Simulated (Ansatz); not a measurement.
How far is PAW off for Al?

```xyz
1
Lattice="0.0000 1.9633 2.0240 1.9633 0.0000 2.0240 1.9633 1.9633 0.0000" Properties=species:S:1:pos:R:3 pbc="T T T"
Al    0.0000    0.0000    0.0000
```

Conventional cell: a = 2.776 Å, b = 2.776 Å, c = 4.048 Å, α = 90.00°, β = 90.00°, γ = 90.00°. Around Al (atom 1) lie 12 Al at 2.78 to 2.82 Å.

The cell is COD entry 4313206, as deposited and not checked against the literature; nothing was relaxed. The listed cell was then made from it by scaling, straining or moving an atom.

Methods: DFT, PBE, PAW with Ansatz's default frozen-core files, scalar-relativistic (Ansatz 0.2.0); DFT, PBE, all-electron LAPW, scalar-relativistic (Ansatz 0.2.0).

For PAW: a Γ-centred 14×14×14 k mesh, Fermi–Dirac smearing of 0.05 eV, cutoff 420 eV, no spin polarisation. LAPW targets a basis error of 1 meV/atom. The Ansatz runs share mesh, smearing and spin set-up. Plane-wave (PAW) pressures include the program's estimate of the Pulay term.

Stress and pressure are positive in compression.

The change that made this cell: equal xx and yy strain of -3 %.

PAW results:

| quantity | PAW |
| --- | --- |
| pressure (GPa) | 4.82 |
| stress xx (GPa) | 5.46 |
| stress zz (GPa) | 3.53 |

(1) What does all-electron LAPW give for the same quantities?

Results:

(1) 
| quantity | LAPW |
| --- | --- |
| pressure (GPa) | 4.80 |
| stress xx (GPa) | 5.45 |
| stress zz (GPa) | 3.52 |
